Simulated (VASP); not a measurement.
# GaN (P6_3mc) in VASP: notebook

Runs on GaN. Level: PBE. Tasks: single point.

Program: VASP 6.6.1. These are calculated values, not measurements. Logs are shortened: lines on timing, memory, paths and dates and some standing lists are left out, and cuts for length are marked.

**Measured values to compare with.**

From “Studying electronic properties in GaN without electrical contacts using γ-γ vs e−-γ Perturbed Angular Correlations”, 2019, pmc:6823545, for a bulk crystal of GaN: band gap 3.503 ± 0.005 eV (direct).

The runs below are set against these values where they give the same quantity.

### Step 1. The crystal as given

Symmetry: P6_3mc, No. 186, hexagonal system. The conventional cell has a = 3.180 Å, b = 3.180 Å, c = 5.166 Å, α = 90.00°, β = 90.00°, γ = 120.00°. Ga (site symmetry 3m) has 4 N at 1.94 to 1.95 Å as nearest neighbours. N (site symmetry 3m) is surrounded by 4 Ga at 1.94 to 1.95 Å.

### Step 2. Single point, PBE

Input file INCAR:

```
SYSTEM = GaN
ALGO = Normal ; EDIFF = 1E-7
ENCUT = 520 ; GGA = PE
ISIF = 2 ; ISMEAR = 0
LASPH = .TRUE. ; LCHARG = .FALSE.
LREAL = .FALSE. ; LWAVE = .FALSE.
NELM = 100 ; PREC = Accurate
SIGMA = 0.02
```

Input file KPOINTS:

```
k-points
0
G
  9 9 4
  0 0 0
```

Input file POSCAR:

```
GaN
1.0
    3.1800000000      0.0000000000      0.0000000000
   -1.5900000000      2.7539607800      0.0000000000
    0.0000000000      0.0000000000      5.1660000000
Ga N
2 2
Direct
    0.3333333300      0.6666666700      0.0000000000
    0.6666666700      0.3333333300      0.5000000000
    0.3333333300      0.6666666700      0.3750000000
    0.6666666700      0.3333333300      0.8750000000
```

Potentials or basis: VASP PAW PBE potentials, release 64 (Ga_d, N).

Run with:

```sh
> cat potpaw_PBE.64/Ga_d/POTCAR potpaw_PBE.64/N/POTCAR > POTCAR
> mpirun -np 1 vasp_std > vasp.out
```

OUTCAR:

```text
SYSTEM = GaN
   EDIFF = 1E-7
   ENCUT = 520
   GGA = PE
   ISIF = 2
   ISMEAR = 0
   LASPH = .TRUE.
   LREAL = .FALSE.
   NELM = 100
   PREC = Accurate

 ion  position               nearest neighbor table
   1  0.333  0.667  0.000-   3 1.94   4 1.95   4 1.95   4 1.95
   2  0.667  0.333  0.500-   4 1.94   3 1.95   3 1.95   3 1.95
   3  0.333  0.667  0.375-   1 1.94   2 1.95   2 1.95   2 1.95
   4  0.667  0.333  0.875-   2 1.94   1 1.95   1 1.95   1 1.95

  LATTYP: Found a hexagonal cell.
 ALAT       =     3.1800000000
 C/A-ratio  =     1.6245283019

  Lattice vectors:

 A1 = (   3.1800000000,   0.0000000000,   0.0000000000)
 A2 = (  -1.5900000000,   2.7539607800,   0.0000000000)
 A3 = (   0.0000000000,   0.0000000000,   5.1660000000)

Analysis of symmetry for initial positions (statically):
=====================================================================
 Subroutine PRICEL returns:
 Original cell was already a primitive cell.

 Routine SETGRP: Setting up the symmetry group for a
 hexagonal supercell.

 Subroutine GETGRP returns: Found 12 space group operations
 (whereof  6 operations were pure point group operations)
 out of a pool of 24 trial point group operations.

The static configuration has the point symmetry C_3v.
 The point group associated with its full space group is C_6v.

Analysis of symmetry for dynamics (positions and initial velocities):
=====================================================================
 Subroutine PRICEL returns:
 Original cell was already a primitive cell.

 Routine SETGRP: Setting up the symmetry group for a
 hexagonal supercell.

 Subroutine GETGRP returns: Found 12 space group operations
 (whereof  6 operations were pure point group operations)
 out of a pool of 24 trial point group operations.

The dynamic configuration has the point symmetry C_3v.
 The point group associated with its full space group is C_6v.

 Subroutine INISYM returns: Found 12 space group operations
 (whereof  6 operations are pure point group operations),
 and found     1 'primitive' translations

----------------------------------------------------------------------------------------

                                     Primitive cell

  volume of cell :      45.2417

  direct lattice vectors                    reciprocal lattice vectors
     3.180000000  0.000000000  0.000000000     0.314465409  0.181556689  0.000000000
    -1.590000000  2.753960780  0.000000000     0.000000000  0.363113377  0.000000000
     0.000000000  0.000000000  5.166000000     0.000000000  0.000000000  0.193573364

  length of vectors
     3.180000000  3.179999997  5.166000000     0.363113377  0.363113377  0.193573364

  position of ions in fractional coordinates (direct lattice)
     0.333333330  0.666666670  0.000000000
     0.666666670  0.333333330  0.500000000
     0.333333330  0.666666670  0.375000000
     0.666666670  0.333333330  0.875000000

  ion indices of the primitive-cell ions
   primitive index   ion index
                 1           1
                 2           2
                 3           3
                 4           4

----------------------------------------------------------------------------------------

 KPOINTS: k-points

Automatic generation of k-mesh.
 Grid dimensions read from file:
 generate k-points for:    9    9    4

 Generating k-lattice:

  Cartesian coordinates                     Fractional coordinates (reciprocal lattice)
     0.034940601  0.020172965  0.000000000     0.111111111  0.000000000  0.000000000
     0.000000000  0.040345931  0.000000000     0.000000000  0.111111111  0.000000000
     0.000000000  0.000000000  0.048393341     0.000000000  0.000000000  0.250000000

  Length of vectors
     0.040345931  0.040345931  0.048393341

  Shift w.r.t. Gamma in fractional coordinates (k-lattice)
     0.000000000  0.000000000  0.000000000

 Subroutine IBZKPT returns following result:
 ===========================================

 Found     36 irreducible k-points:

 Following reciprocal coordinates:
            Coordinates               Weight
  0.000000  0.000000  0.000000      1.000000
  0.111111 -0.000000  0.000000      6.000000
  0.222222 -0.000000  0.000000      6.000000
  0.333333 -0.000000  0.000000      6.000000
  0.444444 -0.000000  0.000000      6.000000
  0.111111  0.111111  0.000000      6.000000
[... 16 lines left out ...]
  0.333333  0.222222  0.250000     24.000000
  0.333333  0.333333  0.250000      4.000000
 [... further k-points ...]
   k-points           NKPTS =     36   k-points in BZ     NKDIM =     36   number of bands    NBANDS=     22
   number of dos      NEDOS =    301   number of ions     NIONS =      4
   total plane-waves  NPLWV =  23040
   dimension x,y,z NGX =    24 NGY =   24 NGZ =   40
   dimension x,y,z NGXF=    48 NGYF=   48 NGZF=   80
   ions per type =               2   2
   NGX,Y,Z   is equivalent  to a cutoff of  12.55, 12.55, 12.87 a.u.
   NGXF,Y,Z  is equivalent  to a cutoff of  25.09, 25.09, 25.74 a.u.
 SYSTEM =  GaN
   PREC   = accura    normal or accurate (medium, high low for compatibility)
   ISTART =      0    job   : 0-new  1-cont  2-samecut
   ICHARG =      2    charge: 1-file 2-atom 10-const
   ISPIN  =      1    spin polarized calculation?
   LNONCOLLINEAR =      F non collinear calculations
   LSORBIT =      F    spin-orbit coupling
   LASPH  =      T    aspherical Exc in radial PAW
   ENCUT  =  520.0 eV  38.22 Ry    6.18 a.u.   5.91  5.91  9.61*2*pi/ulx,y,z
   NELM   =    100;   NELMIN=  2; NELMDL= -5     # of ELM steps
   EDIFF  = 0.1E-06   stopping-criterion for ELM
   LREAL  =      F    real-space projection
   EDIFFG = 0.1E-05   stopping-criterion for IOM
   NSW    =      0    number of steps for IOM
   IBRION =     -1    ionic relax: 0-MD 1-quasi-New 2-CG
   NFREE  =      0    steps in history (QN), initial steepest desc. (CG)
   ISIF   =      2    stress and relaxation
   ISYM   =      2    0-nonsym 1-usesym 2-fastsym
   POTIM  = 0.5000    time-step for ionic-motion
   TEBEG  =    0.0;   TEEND  =   0.0 temperature during run
   PSTRESS=    0.0 pullay stress
   NELECT =      36.0000    total number of electrons
   NUPDOWN=      -1.0000    fix difference up-down
   EMIN   =  10.00;   EMAX   =-10.00  energy-range for DOS
   EFERMI =   0.00;   METHOD = LEGACY
   ISMEAR =     0;   SIGMA  =   0.02  broadening in eV -4-tet -1-fermi 0-gaus
   EFERMI_NEDOS =   21; number of points for ismear=-14 and -15
   IALGO  =     38    algorithm
   IMIX   =      4    mixing-type and parameters
     AMIX     =   0.40;   BMIX     =  1.00
     AMIX_MAG =   1.60;   BMIX_MAG =  1.00
  volume/ion in A,a.u.               =      11.31        76.33
  Fermi-wavevector in a.u.,A,eV,Ry     =   1.517036  2.866782 31.312427  2.301398
  Thomas-Fermi vector in A             =   2.626345
   LORBIT       =      0    0 simple, 1 ext, 2 COOP (PROOUT), +10 PAW based schemes
   GGA     = PE    functional components
   LHFCALC =     F    Hartree Fock is set to
   AEXX    =    0.0000 exact exchange contribution
   IVDW    =     0    specifies the selected vdW correction
   LEPSILON=     F    determine dielectric tensor
   LRPA    =     F    only Hartree local field effects (RPA)
 non-spin polarized calculation
 Gauss-broadening in eV      SIGMA  =   0.02
  energy-cutoff  :      520.00
  volume of cell :       45.24
 maximum number of plane-waves:      1236
 NGX is ok and might be reduce to    24
   NGX = 11   NGY = 11   NGZ = 19

 number of electron      36.0000002 magnetization

 Free energy of the ion-electron system (eV)
  ---------------------------------------------------
  ext. energy  EPLUGINS =         0.00000000
  ---------------------------------------------------
  free energy    TOTEN  =       -24.28484806 eV

  energy without entropy =      -24.28484806  energy(sigma->0) =      -24.28484806

 E-fermi :   5.5276     XC(G=0): -11.7222

 val. band max:        5.4324285263   @ k =   0.0000   0.0000   0.0000
 cond. band min:       7.4050558886   @ k =   0.0000   0.0000   0.0000
 fundamental gap:      1.9726273623
 Fermi energy:         5.5275518233

 k-point     1 :       0.0000    0.0000    0.0000
  band No.  band energies     occupation
      1     -10.6378      2.00000
      2      -9.6778      2.00000
      3      -8.0238      2.00000
      4      -8.0025      2.00000
      5      -8.0025      2.00000
      6      -7.9379      2.00000
[... 14 lines left out ...]
     21      14.6905      0.00000
     22      15.3550      0.00000

 k-point     2 :       0.1111   -0.0000    0.0000
  band No.  band energies     occupation
      1     -10.5163      2.00000
      2      -9.6471      2.00000
      3      -8.0083      2.00000
      4      -7.9851      2.00000
      5      -7.9667      2.00000
      6      -7.9233      2.00000
[... 14 lines left out ...]
     21      14.2546      0.00000
     22      14.6847      0.00000

 k-point     3 :       0.2222   -0.0000    0.0000
  band No.  band energies     occupation
      1     -10.2117      2.00000
      2      -9.5825      2.00000
      3      -7.9718      2.00000
      4      -7.9506      2.00000
      5      -7.8949      2.00000
      6      -7.8519      2.00000
[... 14 lines left out ...]
     21      13.0659      0.00000
     22      14.1086      0.00000

 k-point     4 :       0.3333   -0.0000    0.0000
  band No.  band energies     occupation
      1      -9.8937      2.00000
      2      -9.5314      2.00000
      3      -7.9512      2.00000
      4      -7.9315      2.00000
      5      -7.8521      2.00000
      6      -7.7853      2.00000
[... 14 lines left out ...]
     21      12.1739      0.00000
     22      13.9203      0.00000

 k-point     5 :       0.4444   -0.0000    0.0000
  band No.  band energies     occupation
      1      -9.7198      2.00000
      2      -9.5109      2.00000
      3      -7.9532      2.00000
      4      -7.9293      2.00000
      5      -7.8355      2.00000
      6      -7.7855      2.00000
[... 14 lines left out ...]
     21      11.5777      0.00000
     22      14.0627      0.00000

 k-point     6 :       0.1111    0.1111    0.0000
  band No.  band energies     occupation
      1     -10.3027      2.00000
      2      -9.6000      2.00000
      3      -7.9773      2.00000
      4      -7.9630      2.00000
      5      -7.9031      2.00000
      6      -7.9009      2.00000
[... 14 lines left out ...]
     21      13.6595      0.00000
     22      13.7193      0.00000

 k-point     7 :       0.2222    0.1111    0.0000
  band No.  band energies     occupation
      1      -9.9914      2.00000
      2      -9.5457      2.00000
      3      -7.9519      2.00000
      4      -7.9384      2.00000
      5      -7.8580      2.00000
      6      -7.8284      2.00000
[... 324 lines left out ...]
      6      -7.7905      2.00000
[... 14 lines left out ...]
     21      12.6722      0.00000
     22      13.6382      0.00000

 k-point    21 :       0.4444    0.1111    0.2500
  band No.  band energies     occupation
      1      -9.6232      2.00000
      2      -9.5088      2.00000
      3      -7.9532      2.00000
      4      -7.9125      2.00000
      5      -7.8672      2.00000
      6      -7.7773      2.00000
[... 14 lines left out ...]
     21      13.0306      0.00000
     22      13.3316      0.00000

 k-point    22 :       0.2222    0.2222    0.2500
  band No.  band energies     occupation
      1      -9.6983      2.00000
      2      -9.5246      2.00000
      3      -7.9440      2.00000
      4      -7.9085      2.00000
      5      -7.8473      2.00000
      6      -7.8251      2.00000
[... 14 lines left out ...]
     21      13.2445      0.00000
     22      13.4117      0.00000

 k-point    23 :       0.3333    0.2222    0.2500
  band No.  band energies     occupation
      1      -9.5902      2.00000
      2      -9.5105      2.00000
      3      -7.9561      2.00000
      4      -7.8890      2.00000
      5      -7.8454      2.00000
      6      -7.7869      2.00000
[... 14 lines left out ...]
     21      12.9655      0.00000
     22      13.4473      0.00000

 k-point    24 :       0.3333    0.3333    0.2500
  band No.  band energies     occupation
      1      -9.5306      2.00000
      2      -9.5306      2.00000
      3      -7.9666      2.00000
      4      -7.8495      2.00000
      5      -7.8495      2.00000
      6      -7.7845      2.00000
[... 14 lines left out ...]
     21      12.6948      0.00000
     22      13.6565      0.00000

 [... further k-points ...]

------------------------ aborting loop because EDIFF is reached ----------------------------------------

  FORCE on cell =-STRESS in cart. coord.  units (eV):
  Direction    XX          YY          ZZ          XY          YZ          ZX
  --------------------------------------------------------------------------------------
  -------------------------------------------------------------------------------------
  Total        1.8642014      1.8642014      2.4742473      0.0000000      0.0000000      0.0000000
  in kB       66.0182696     66.0182694     87.6222537      0.0000000      0.0000000      0.0000000
  external PRESSURE =      73.2195976 kB  Pullay stress =       0.0000000 kB

 VOLUME and BASIS-vectors are now :
 -----------------------------------------------------------------------------
  energy-cutoff  :      520.00
  volume of cell :       45.24
      direct lattice vectors                 reciprocal lattice vectors
     3.180000000  0.000000000  0.000000000     0.314465409  0.181556689  0.000000000
    -1.590000000  2.753960780  0.000000000     0.000000000  0.363113377  0.000000000
     0.000000000  0.000000000  5.166000000     0.000000000  0.000000000  0.193573364

 POSITION                                       TOTAL-FORCE (eV/Angst)
 -----------------------------------------------------------------------------------
     -0.00000      1.83597      0.00000        -0.000000     -0.000000     -0.134378
      1.59000      0.91799      2.58300         0.000000      0.000000     -0.134378
     -0.00000      1.83597      1.93725        -0.000000      0.000000      0.134378
      1.59000      0.91799      4.52025         0.000000     -0.000000      0.134378
 -----------------------------------------------------------------------------------
    total drift:                               -0.000011      0.000005     -0.000226

  FREE ENERGIE OF THE ION-ELECTRON SYSTEM (eV)
  ---------------------------------------------------
  free  energy   TOTEN  =       -24.2848480564 eV

  energy  without entropy=      -24.2848480564  energy(sigma->0) =      -24.28484806
```

Wall time 34 s (1 thread of Intel Xeon Platinum 8488C (Sapphire Rapids), shared host); peak memory 0.17 GiB.

What came out:

| Quantity | Value |
| --- | --- |
| Free energy | -24.2848 eV |
| Pressure | 7.3 GPa |
| Largest force | 0.134 eV/Å |
| Band gap on the k mesh | 1.97 eV, direct |

Forces in eV/Å, atoms in the order of the input:
```
Ga   0.000  0.000 -0.134
Ga   0.000  0.000 -0.134
N    0.000  0.000  0.134
N    0.000  0.000  0.134
```

Levels at points of the mesh, in eV from the valence-band top:
```csv
k point,band 15,band 16,band 17,band 18,band 19,band 20,band 21,band 22
"(0.00, 0.00, 0.00)",-1.06,-0.06,0.00,0.00,1.97,4.30,9.26,9.92
"(0.00, 0.00, 0.50)",-0.54,-0.54,-0.54,-0.54,4.29,4.29,8.54,8.54
```

### Step 3. Single point, PBE

INCAR is that of step 2.

Input file KPOINTS:

```
k-points
0
G
  9 9 6
  0 0 0
```

POSCAR is that of step 2.

Potentials or basis: VASP PAW PBE potentials, release 64 (Ga_d, N).

Run with:

```sh
> cat potpaw_PBE.64/Ga_d/POTCAR potpaw_PBE.64/N/POTCAR > POTCAR
> mpirun -np 1 vasp_std > vasp.out
```

Run time: 44 s. Hardware: 1 thread of Intel Xeon Platinum 8488C (Sapphire Rapids), shared host; peak memory 0.17 GiB.

The run converged. Its results:

```
Free energy            : -24.2850 eV
Pressure               : 7.3 GPa
Largest force          : 0.135 eV/Å
Band gap on the k mesh : 1.97 eV, direct
```

Forces in eV/Å, atoms in the order of the input:
```
Ga   0.000  0.000 -0.135
Ga   0.000  0.000 -0.135
N    0.000  0.000  0.135
N    0.000  0.000  0.135
```

Stress tensor (GPa, compression positive):
```
6.60 0.00 0.00
0.00 6.60 0.00
0.00 0.00 8.77
```

Levels at points of the mesh, in eV from the valence-band top:
| k point | band 14 | band 15 | band 16 | band 17 | band 18 | band 19 | band 20 | band 21 | band 22 |
| --- | --- | --- | --- | --- | --- | --- | --- | --- | --- |
| (0.00, 0.00, 0.00) | -1.06 | -1.06 | -0.06 | 0.00 | 0.00 | 1.97 | 4.30 | 9.26 | 9.92 |
| (0.00, 0.00, 0.50) | -3.87 | -0.54 | -0.54 | -0.54 | -0.54 | 4.29 | 4.29 | 8.54 | 8.54 |

### Step 4. How close it comes

Step 2. Measured gap of GaN: 3.503 eV (direct; quoted in “Studying electronic properties in GaN without electrical contacts using γ-γ vs e−-γ Perturbed Angular Correlations”, 2019, pmc:6823545). This calculation gives 1.97 eV (-1.53 eV). Spin-orbit coupling on Ga is left out. The value is that of PBE, without temperature or zero-point motion. Semilocal functionals fall short of measured gaps as a rule.

Step 3. Measured gap of GaN: 3.503 eV (direct; quoted in “Studying electronic properties in GaN without electrical contacts using γ-γ vs e−-γ Perturbed Angular Correlations”, 2019, pmc:6823545). This calculation gives 1.97 eV (-1.53 eV). Spin-orbit coupling on Ga is left out. The value is that of PBE, without temperature or zero-point motion. Semilocal functionals fall short of measured gaps as a rule.
